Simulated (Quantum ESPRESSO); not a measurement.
## MgS: zone-centre phonons and dielectric response under several settings

```
S Mg
1.0
     0.00000    2.83312    2.83312
     2.83312    0.00000    2.83312
     2.83312    2.83312    0.00000
S Mg
1 1
Direct
  0.25000 0.25000 0.25000
  0.00000 0.00000 0.00000
```

The cell comes from a database or a generator and needn't be the stable form of this composition.

All runs used Quantum ESPRESSO 7.5; k mesh 4 × 4 × 4, shifted; relaxed cell; no spin polarisation; cutoff 1143 eV; occupations smeared at first, fixed for the response.

| level | potentials | volume (Å³/atom) | lowest optical mode without the field (cm⁻¹) | highest mode with the field (cm⁻¹) | ε∞ (mean) | ε0 (mean) | Born charge of atom 1 (e) |
| --- | --- | --- | --- | --- | --- | --- | --- |
| LDA | PseudoDojo 0.4.1 SR LDA standard | 21.91 | 343 | 431 | 4.20 | 6.6 | -1.88 |
| PBEsol | PseudoDojo 0.4.1 SR PBEsol standard | ? | ? | ? | ? | ? | ? |

What stands in the row left open?

Volume 22.57 Å³/atom; lowest optical mode without the field 333 cm⁻¹; highest mode with the field 423 cm⁻¹; ε∞ 4.15; ε0 6.7; Born charge of atom 1 -1.89 e.
